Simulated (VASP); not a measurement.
# Hf (P6/mmm) in VASP: a series of runs

One crystal, Hf, is run at these levels: r2SCAN, r2SCAN+rVV10; tasks: relaxation of cell and atoms.

Program: VASP 6.6.1. These are calculated values, not measurements. Logs are shortened: lines on timing, memory, paths and dates and some standing lists are left out, and cuts for length are marked.

### Step 1. The structure

Symmetry: P6/mmm, No. 191, hexagonal system. Conventional cell: a = 4.962 Å, b = 4.962 Å, c = 3.086 Å, α = 90.00°, β = 90.00°, γ = 120.00°. Hf (site symmetry -6m2) has 11 Hf at 2.87 to 3.25 Å as nearest neighbours. Hf (site symmetry 6/mmm) is surrounded by 14 Hf at 3.09 to 3.25 Å.

This isn't the form of Hf at room conditions, which is hcp.

### Step 2. Relaxation of cell and atoms, r2SCAN

INCAR reads:

```
SYSTEM = Hf
ALGO     = Normal         ! electronic algorithm
EDIFF    = 1E-7           ! SCF threshold, eV
EDIFFG   = -0.005         ! ionic threshold
ENCUT    = 600            ! plane-wave cutoff, eV
IBRION   = 2              ! ionic algorithm
ISIF     = 3              ! what is computed and relaxed
ISMEAR   = 0              ! smearing method
LASPH    = .TRUE.         ! aspherical terms in the spheres
LCHARG   = .FALSE.        ! write CHGCAR
LMIXTAU  = .TRUE.       
LREAL    = .FALSE.        ! projectors in reciprocal space
LWAVE    = .FALSE.        ! write WAVECAR
METAGGA  = R2SCAN         ! meta-GGA
NELM     = 80             ! most SCF steps
NSW      = 90             ! ionic steps
PREC     = Accurate       ! precision mode
SIGMA    = 0.1            ! smearing width, eV
```

KPOINTS reads:

```
k-points
0
G
  12 12 14
  0 0 0
```

POSCAR reads:

```
Hf
1.0
    4.9623295400      0.0000000000      0.0000000000
   -2.4811647700      4.2975034500      0.0000000000
    0.0000000000      0.0000000000      3.0862322500
Hf
3
Direct
    0.6666666700      0.3333333300      0.5000000000
    0.3333333300      0.6666666700      0.5000000000
    0.0000000000      0.0000000000      0.0000000000
```

Potentials or basis: VASP PAW PBE potentials, release 64 (Hf_pv).

Launch:

```
$ cat potpaw_PBE.64/Hf_pv/POTCAR > POTCAR
$ mpirun -np 1 vasp_std > vasp.out
```

OUTCAR:

```text
SYSTEM = Hf
   EDIFF = 1E-7
   EDIFFG = -0.005
   ENCUT = 600
   IBRION = 2
   ISIF = 3
   ISMEAR = 0
   LASPH = .TRUE.
   LREAL = .FALSE.
   METAGGA = R2SCAN
   NELM = 80
   NSW = 90
   PREC = Accurate

 ion  position               nearest neighbor table
   1  0.667  0.333  0.500-   2 2.87   2 2.87   2 2.87   3 3.25   3 3.25   3 3.25   3 3.25   3 3.25
                             3 3.25
   2  0.333  0.667  0.500-   1 2.87   1 2.87   1 2.87   3 3.25   3 3.25   3 3.25   3 3.25   3 3.25
                             3 3.25
   3  0.000  0.000  0.000-   1 3.25   2 3.25   1 3.25   2 3.25   1 3.25   1 3.25   2 3.25   2 3.25
                             1 3.25   1 3.25   2 3.25   2 3.25

  LATTYP: Found a hexagonal cell.
 ALAT       =     4.9623295400
 C/A-ratio  =     0.6219321440

  Lattice vectors:

 A1 = (   4.9623295400,   0.0000000000,   0.0000000000)
 A2 = (  -2.4811647700,   4.2975034500,   0.0000000000)
 A3 = (   0.0000000000,   0.0000000000,   3.0862322500)

Analysis of symmetry for initial positions (statically):
=====================================================================
 Subroutine PRICEL returns:
 Original cell was already a primitive cell.

 Routine SETGRP: Setting up the symmetry group for a
 hexagonal supercell.

 Subroutine GETGRP returns: Found 24 space group operations
 (whereof 24 operations were pure point group operations)
 out of a pool of 24 trial point group operations.

The static configuration has the point symmetry D_6h.

Analysis of symmetry for dynamics (positions and initial velocities):
=====================================================================
 Subroutine PRICEL returns:
 Original cell was already a primitive cell.

 Routine SETGRP: Setting up the symmetry group for a
 hexagonal supercell.

 Subroutine GETGRP returns: Found 24 space group operations
 (whereof 24 operations were pure point group operations)
 out of a pool of 24 trial point group operations.

The dynamic configuration has the point symmetry D_6h.

 Subroutine INISYM returns: Found 24 space group operations
 (whereof 24 operations are pure point group operations),
 and found     1 'primitive' translations

----------------------------------------------------------------------------------------

                                     Primitive cell

  volume of cell :      65.8158

  direct lattice vectors                    reciprocal lattice vectors
     4.962329540  0.000000000  0.000000000     0.201518257  0.116346620  0.000000000
    -2.481164770  4.297503450  0.000000000     0.000000000  0.232693240  0.000000000
     0.000000000  0.000000000  3.086232250     0.000000000  0.000000000  0.324019685

  length of vectors
     4.962329540  4.962329546  3.086232250     0.232693240  0.232693240  0.324019685

  position of ions in fractional coordinates (direct lattice)
     0.666666670  0.333333330  0.500000000
     0.333333330  0.666666670  0.500000000
     0.000000000  0.000000000  0.000000000

  ion indices of the primitive-cell ions
   primitive index   ion index
                 1           1
                 2           2
                 3           3

----------------------------------------------------------------------------------------

 KPOINTS: k-points

Automatic generation of k-mesh.
 Grid dimensions read from file:
 generate k-points for:   12   12   14

 Generating k-lattice:

  Cartesian coordinates                     Fractional coordinates (reciprocal lattice)
     0.016793188  0.009695552  0.000000000     0.083333333  0.000000000  0.000000000
     0.000000000  0.019391103  0.000000000     0.000000000  0.083333333  0.000000000
     0.000000000  0.000000000  0.023144263     0.000000000  0.000000000  0.071428571

  Length of vectors
     0.019391103  0.019391103  0.023144263

  Shift w.r.t. Gamma in fractional coordinates (k-lattice)
     0.000000000  0.000000000  0.000000000

 Subroutine IBZKPT returns following result:
 ===========================================

 Found    152 irreducible k-points:

 Following reciprocal coordinates:
            Coordinates               Weight
  0.000000  0.000000  0.000000      1.000000
  0.083333  0.000000  0.000000      6.000000
  0.166667  0.000000  0.000000      6.000000
  0.250000  0.000000  0.000000      6.000000
  0.333333  0.000000  0.000000      6.000000
  0.416667  0.000000  0.000000      6.000000
[... 16 lines left out ...]
  0.250000  0.000000  0.071429     12.000000
  0.333333  0.000000  0.071429     12.000000
 [... further k-points ...]
   k-points           NKPTS =    152   k-points in BZ     NKDIM =    152   number of bands    NBANDS=     19
   number of dos      NEDOS =    301   number of ions     NIONS =      3
   total plane-waves  NPLWV =  44800
   dimension x,y,z NGX =    40 NGY =   40 NGZ =   28
   dimension x,y,z NGXF=    80 NGYF=   80 NGZF=   56
   ions per type =               3
   NGX,Y,Z   is equivalent  to a cutoff of  13.40, 13.40, 15.08 a.u.
   NGXF,Y,Z  is equivalent  to a cutoff of  26.80, 26.80, 30.17 a.u.
 SYSTEM =  Hf
   PREC   = accura    normal or accurate (medium, high low for compatibility)
   ISTART =      0    job   : 0-new  1-cont  2-samecut
   ICHARG =      2    charge: 1-file 2-atom 10-const
   ISPIN  =      1    spin polarized calculation?
   LNONCOLLINEAR =      F non collinear calculations
   LSORBIT =      F    spin-orbit coupling
   LASPH  =      T    aspherical Exc in radial PAW
   ENCUT  =  600.0 eV  44.10 Ry    6.64 a.u.   9.91  9.91  6.16*2*pi/ulx,y,z
   NELM   =     80;   NELMIN=  2; NELMDL= -5     # of ELM steps
   EDIFF  = 0.1E-06   stopping-criterion for ELM
   LREAL  =      F    real-space projection
   EDIFFG = -.5E-02   stopping-criterion for IOM
   NSW    =     90    number of steps for IOM
   IBRION =      2    ionic relax: 0-MD 1-quasi-New 2-CG
   NFREE  =      1    steps in history (QN), initial steepest desc. (CG)
   ISIF   =      3    stress and relaxation
   ISYM   =      2    0-nonsym 1-usesym 2-fastsym
   POTIM  = 0.5000    time-step for ionic-motion
   TEBEG  =    0.0;   TEEND  =   0.0 temperature during run
   PSTRESS=    0.0 pullay stress
   NELECT =      30.0000    total number of electrons
   NUPDOWN=      -1.0000    fix difference up-down
   EMIN   =  10.00;   EMAX   =-10.00  energy-range for DOS
   EFERMI =   0.00;   METHOD = LEGACY
   ISMEAR =     0;   SIGMA  =   0.10  broadening in eV -4-tet -1-fermi 0-gaus
   EFERMI_NEDOS =   21; number of points for ismear=-14 and -15
   IALGO  =     38    algorithm
   IMIX   =      4    mixing-type and parameters
     AMIX     =   0.40;   BMIX     =  1.00
     AMIX_MAG =   1.60;   BMIX_MAG =  1.00
  volume/ion in A,a.u.               =      21.94       148.05
  Fermi-wavevector in a.u.,A,eV,Ry     =   1.259907  2.380879 21.597416  1.587365
  Thomas-Fermi vector in A             =   2.393443
   LORBIT       =      0    0 simple, 1 ext, 2 COOP (PROOUT), +10 PAW based schemes
   METAGGA = R2SCAN    functional components
   LHFCALC =     F    Hartree Fock is set to
   AEXX    =    0.0000 exact exchange contribution
   IVDW    =     0    specifies the selected vdW correction
   LEPSILON=     F    determine dielectric tensor
   LRPA    =     F    only Hartree local field effects (RPA)
 conjugate gradient relaxation of ions
 non-spin polarized calculation
 Gauss-broadening in eV      SIGMA  =   0.10
  energy-cutoff  :      600.00
  volume of cell :       65.82
 maximum number of plane-waves:      2220
 NGX is ok and might be reduce to    40

--------------------------------------- Ionic step        1  -------------------------------------------

 number of electron      30.0000002 magnetization

 Free energy of the ion-electron system (eV)
  ---------------------------------------------------
  ext. energy  EPLUGINS =         0.00000000
  ---------------------------------------------------
  free energy    TOTEN  =      -135.35602756 eV

  energy without entropy =     -135.34583148  energy(sigma->0) =     -135.35092952

------------------------ aborting loop because EDIFF is reached ----------------------------------------

  FORCE on cell =-STRESS in cart. coord.  units (eV):
  Direction    XX          YY          ZZ          XY          YZ          ZX
  --------------------------------------------------------------------------------------
  -------------------------------------------------------------------------------------
  Total        0.0492062      0.0492062     -0.0565559      0.0000000     -0.0000000      0.0000000
  in kB        1.1978425      1.1978425     -1.3767582      0.0000000     -0.0000000      0.0000000
  external PRESSURE =       0.3396422 kB  Pullay stress =       0.0000000 kB
[... 59 lines left out ...]
  energy  without entropy=     -135.3459736519  energy(sigma->0) =     -135.35102113

--------------------------------------- Ionic step        3  -------------------------------------------

 number of electron      30.0000002 magnetization

 Free energy of the ion-electron system (eV)
  ---------------------------------------------------
  ext. energy  EPLUGINS =         0.00000000
  ---------------------------------------------------
  free energy    TOTEN  =      -135.35607522 eV

  energy without entropy =     -135.34595253  energy(sigma->0) =     -135.35101387

 E-fermi :   4.7698     XC(G=0): -12.2541

 val. band max:        4.7602264483   @ k =   0.2500   0.1667   0.0000
 cond. band min:       4.7716156394   @ k =   0.3333   0.1667   0.0714
 fundamental gap:      0.0113891911
 Fermi energy:         4.7698024828

 k-point     1 :       0.0000    0.0000    0.0000
  band No.  band energies     occupation
      1     -27.0652      2.00000
      2     -27.0652      2.00000
      3     -27.0650      2.00000
      4     -27.0650      2.00000
      5     -26.6638      2.00000
      6     -26.4275      2.00000
[... 11 lines left out ...]
     18       7.1523      0.00000
     19       7.1523      0.00000
[... 489 lines left out ...]
      3     -26.8193      2.00000
      4     -26.8123      2.00000
      5     -26.6513      2.00000
      6     -26.4857      2.00000
[... 11 lines left out ...]
     18       5.9617      0.00000
     19       6.6748      0.00000

 [... further k-points ...]

------------------------ aborting loop because EDIFF is reached ----------------------------------------

  FORCE on cell =-STRESS in cart. coord.  units (eV):
  Direction    XX          YY          ZZ          XY          YZ          ZX
  --------------------------------------------------------------------------------------
  -------------------------------------------------------------------------------------
  Total       -0.0056665     -0.0056665     -0.0085891      0.0000000      0.0000000     -0.0000000
  in kB       -0.1378730     -0.1378730     -0.2089857      0.0000000      0.0000000     -0.0000000
  external PRESSURE =      -0.1615772 kB  Pullay stress =       0.0000000 kB
[... 18 lines left out ...]
  FREE ENERGIE OF THE ION-ELECTRON SYSTEM (eV)
  ---------------------------------------------------
  free  energy   TOTEN  =      -135.3560752155 eV

  energy  without entropy=     -135.3459525342  energy(sigma->0) =     -135.35101387

 reached required accuracy - stopping structural energy minimisation
```

Wall time 17 min (1 thread of Intel Xeon 6975P-C (Granite Rapids), shared host); peak memory 0.36 GiB.

Results:

```yaml
Free_energy: -135.3561 eV
Relaxed_volume: 21.95 Å³/atom
Relaxed_cell: a = 4.965 Å, b = 4.965 Å, c = 3.084 Å, α = 90.00°, β = 90.00°, γ = 120.00°
Space_group_after_relaxing_to_0.05_Å: P6/mmm (No. 191)
Energy_gained_by_relaxing: 0.0 meV/atom
Ionic_steps: 3
Pressure_after_relaxing: 0.0 GPa
Band_gap_on_the_k_mesh: none (metal or under the smearing width)
```

Final structure:
```
Hf
1.0
     4.96519    0.00000    0.00000
    -2.48260    4.29998    0.00000
     0.00000    0.00000    3.08418
Hf
3
Direct
  0.66667 0.33333 0.50000
  0.33333 0.66667 0.50000
  0.00000 0.00000 0.00000
```

Levels at points of the mesh, in eV from the Fermi level:
```
           k point  band 12  band 13  band 14  band 15  band 16  band 17  band 18  band 19
(0.00, 0.00, 0.00)    -0.80    -0.80    -0.72    -0.72    -0.52     1.33     2.38     2.38
(0.50, 0.00, 0.00)    -3.67    -0.46    -0.31    -0.31     0.25     0.87     1.03     1.79
(0.00, 0.00, 0.50)    -2.62    -2.41    -2.03    -2.03     1.47     1.47     2.21     2.21
(0.50, 0.00, 0.50)    -2.13    -1.48    -0.89    -0.85     0.47     0.75     1.23     1.81
```

Caveat: the PAW data sets were made with another functional, which shifts forces and pressure a little.

### Step 3. Relaxation of cell and atoms, r2SCAN+rVV10

Changes to INCAR since step 2:

```diff
@@ -2,2 +2,4 @@
 ALGO     = Normal         ! electronic algorithm
+BPARAM   = 11.95        
+CPARAM   = 0.0093       
 EDIFF    = 1E-7           ! SCF threshold, eV
@@ -8,2 +10,3 @@
 ISMEAR   = 0              ! smearing method
+IVDW_NL  = 2            
 LASPH    = .TRUE.         ! aspherical terms in the spheres
@@ -12,2 +15,3 @@
 LREAL    = .FALSE.        ! projectors in reciprocal space
+LUSE_VDW = .TRUE.       
 LWAVE    = .FALSE.        ! write WAVECAR
```

KPOINTS is that of step 2.

POSCAR is that of step 2.

Potentials or basis: VASP PAW PBE potentials, release 64 (Hf_pv).

Launch:

```
$ cat potpaw_PBE.64/Hf_pv/POTCAR > POTCAR
$ mpirun -np 1 vasp_std > vasp.out
```

OUTCAR:

```text
SYSTEM = Hf
   BPARAM = 11.95
   EDIFF = 1E-7
   EDIFFG = -0.005
   ENCUT = 600
   IBRION = 2
   ISIF = 3
   ISMEAR = 0
   IVDW_NL = 2
   LASPH = .TRUE.
   LREAL = .FALSE.
   METAGGA = R2SCAN
   NELM = 80
   NSW = 90
   PREC = Accurate

 ion  position               nearest neighbor table
   1  0.667  0.333  0.500-   2 2.87   2 2.87   2 2.87   3 3.25   3 3.25   3 3.25   3 3.25   3 3.25
                             3 3.25
   2  0.333  0.667  0.500-   1 2.87   1 2.87   1 2.87   3 3.25   3 3.25   3 3.25   3 3.25   3 3.25
                             3 3.25
   3  0.000  0.000  0.000-   1 3.25   2 3.25   1 3.25   2 3.25   1 3.25   1 3.25   2 3.25   2 3.25
                             1 3.25   1 3.25   2 3.25   2 3.25

  LATTYP: Found a hexagonal cell.
 ALAT       =     4.9623295400
[... 343 lines left out ...]
  ---------------------------------------------------
  free energy    TOTEN  =      -134.83372957 eV

  energy without entropy =     -134.82370262  energy(sigma->0) =     -134.82871610

 E-fermi :   4.8080     XC(G=0): -12.3098

 val. band max:        4.8057661637   @ k =   0.2500   0.1667   0.0000
 cond. band min:       4.8137026110   @ k =   0.3333   0.1667   0.0714
 fundamental gap:      0.0079364472
 Fermi energy:         4.8079934117

 k-point     1 :       0.0000    0.0000    0.0000
  band No.  band energies     occupation
      1     -26.9948      2.00000
      2     -26.9948      2.00000
      3     -26.9836      2.00000
      4     -26.9836      2.00000
      5     -26.5745      2.00000
      6     -26.3357      2.00000
[... 505 lines left out ...]
      6     -26.4007      2.00000
[... 11 lines left out ...]
     18       6.0048      0.00000
     19       6.7243      0.00000

 [... further k-points ...]

------------------------ aborting loop because EDIFF is reached ----------------------------------------

  FORCE on cell =-STRESS in cart. coord.  units (eV):
  Direction    XX          YY          ZZ          XY          YZ          ZX
  --------------------------------------------------------------------------------------
  -------------------------------------------------------------------------------------
  Total       -0.0012470     -0.0012470      0.0062297      0.0000000      0.0000000     -0.0000000
  in kB       -0.0305648     -0.0305648      0.1526882      0.0000000      0.0000000     -0.0000000
  external PRESSURE =       0.0305195 kB  Pullay stress =       0.0000000 kB
[... 18 lines left out ...]
  FREE ENERGIE OF THE ION-ELECTRON SYSTEM (eV)
  ---------------------------------------------------
  free  energy   TOTEN  =      -134.8337295744 eV

  energy  without entropy=     -134.8237026211  energy(sigma->0) =     -134.82871610

 reached required accuracy - stopping structural energy minimisation
```

CONTCAR:

```text
Hf
   1.00000000000000
     4.9531843375255544    0.0000000000000000   -0.0000000000000000
    -2.4765921687627772    4.2895834722989248    0.0000000000000000
    -0.0000000000000000   -0.0000000000000000    3.0765992890148031
  Hf
     3
Direct
     0.6666666699999979    0.3333333300000021    0.5000000000000000
     0.3333333300000021    0.6666666699999979    0.5000000000000000
     0.0000000000000000    0.0000000000000000    1.0000000000000000

  0.00000000E+00  0.00000000E+00  0.00000000E+00
  0.00000000E+00  0.00000000E+00  0.00000000E+00
  0.00000000E+00  0.00000000E+00  0.00000000E+00
```

It took 27 min on 1 thread of Intel Xeon 6975P-C (Granite Rapids), shared host; peak memory 0.53 GiB.

What came out:

```yaml
Free_energy: -134.8337 eV
Relaxed_volume: 21.79 Å³/atom
Relaxed_cell: a = 4.953 Å, b = 4.953 Å, c = 3.077 Å, α = 90.00°, β = 90.00°, γ = 120.00°
Space_group_after_relaxing_to_0.05_Å: P6/mmm (No. 191)
Energy_gained_by_relaxing: 0.4 meV/atom
Ionic_steps: 5
Pressure_after_relaxing: 0.0 GPa
Band_gap_on_the_k_mesh: none (metal or under the smearing width)
```

The path:
| step | energy change (eV) | largest force (eV/Å) | pressure (GPa) | volume (Å³) |
| --- | --- | --- | --- | --- |
| 1 | 0.0000 | 0.0000 | -0.78 | 65.82 |
| 2 | 0.0008 | 0.0000 | 1.04 | 64.80 |
| 3 | -0.0011 | 0.0000 | -0.01 | 65.37 |
| 4 | -0.0011 | 0.0000 | 0.01 | 65.36 |
| 5 | -0.0011 | 0.0000 | 0.00 | 65.37 |

Final structure:
```
Hf
1.0
     4.95318    0.00000    0.00000
    -2.47659    4.28958    0.00000
     0.00000    0.00000    3.07660
Hf
3
Direct
  0.66667 0.33333 0.50000
  0.33333 0.66667 0.50000
  0.00000 0.00000 0.00000
```

Caveat: the PAW data sets were made with another functional, which shifts forces and pressure a little. The run has no spin-orbit coupling, so splittings on Hf are missing.
